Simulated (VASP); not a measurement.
# VASP inputs for MgH2 (fluorite)

INCAR

```
ISIF = 3
LASPH = .TRUE.
LWAVE = .FALSE.
ENCUT = 600
SIGMA = 0.02
EDIFFG = -5E-3
NBANDS = 9
ALGO = Normal
METAGGA = R2SCAN
NELM = 120
IBRION = 2
PREC = Accurate
ISMEAR = -1
LCHARG = .FALSE.
LREAL = .FALSE.
EDIFF = 1E-7
NSW = 40
```

KPOINTS

```
KPOINTS created by Atomic Simulation Environment
0
Gamma
8 8 8
0 0 0
```

POSCAR

```
Mg H
 1.0000000000000000
     0.0000000000000000    2.3795668894755866    2.3795668894755866
     2.3795668894755866    0.0000000000000000    2.3795668894755866
     2.3795668894755866    2.3795668894755866    0.0000000000000000
 Mg  H
   1   2
Cartesian
  0.0000000000000000 -0.0000000000000000  0.0000000000000000
  1.1897834447377931  1.1897834447377931  1.1897834447377931
  3.5693503342133801  3.5693503342133797  3.5693503342133797
```

VASP ran with the recommended PBE PAW datasets (4 valence electrons in the cell).

What does this run give?

relaxed cell vector lengths 3.336, 3.336, 3.336 Å; relaxed cell volume 26.26 Å³.
